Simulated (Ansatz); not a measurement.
Crystal: Ni.

```xyz
1
Lattice="-1.3837 1.3837 1.3837 1.3837 -1.3837 1.3837 1.3837 1.3837 -1.3837" Properties=species:S:1:pos:R:3 pbc="T T T"
Ni    0.0000    0.0000    0.0000
```

This isn't the form of Ni at room conditions, which is fcc.

- Program: Ansatz 0.2.0
- Task: relaxation of cell and atoms
- Functional: HSE06
- Potentials or basis: Ansatz PAW
- Cutoff: 420 eV (not typed: the program's choice for these potentials)
- k mesh: 7 × 7 × 7
- Occupations: fermi-dirac, width 0.05 eV
- Spin: collinear spin, ferromagnetic start
- Starting moments: [1.0] μB

At the start: volume 10.60 Å³/atom.

**Question.** How do energy, volume and symmetry change on relaxing?

**Answer.** It ends after 7 steps and the volume is 10.92 Å³/atom (+3.1 %); space group Im-3m (No. 229, to 0.05 Å); moment 0.86 μB per cell.

Step by step:
```tsv
step	energy change (eV)	largest force (eV/Å)	volume (Å³)
1	0.0000	0.0000	10.60
2	-0.0040	0.0000	10.75
3	-0.0053	0.0000	10.92
4	-0.0053	0.0000	10.93
5	-0.0061	0.0000	10.93
6	-0.0061	0.0000	10.92
7	-0.0061	0.0000	10.92
```

Final structure:
```cif
data_structure
_symmetry_space_group_name_H-M 'P 1'
_symmetry_Int_Tables_number 1
_cell_length_a 2.4211
_cell_length_b 2.4211
_cell_length_c 2.4211
_cell_angle_alpha 109.471
_cell_angle_beta 109.471
_cell_angle_gamma 109.471
_cell_volume 10.92
loop_
_atom_site_label
_atom_site_type_symbol
_atom_site_fract_x
_atom_site_fract_y
_atom_site_fract_z
_atom_site_occupancy
Ni1 Ni 0.00000 0.00000 0.00000 1
```

Caveat: the k mesh is coarse (spacing up to 0.46 Å⁻¹), so the values aren't converged, least of all with exact exchange; the magnetic or orbital state may not be the lowest; the plane-wave basis is chosen anew once the cell has moved, so the energies of steps on either side of that aren't comparable; the pressure holds a Pulay correction of +0.5 GPa for the finite cutoff; the PAW data sets come from PBE, with cores solved anew for the run's functional, which leaves a small shift of forces and pressure.
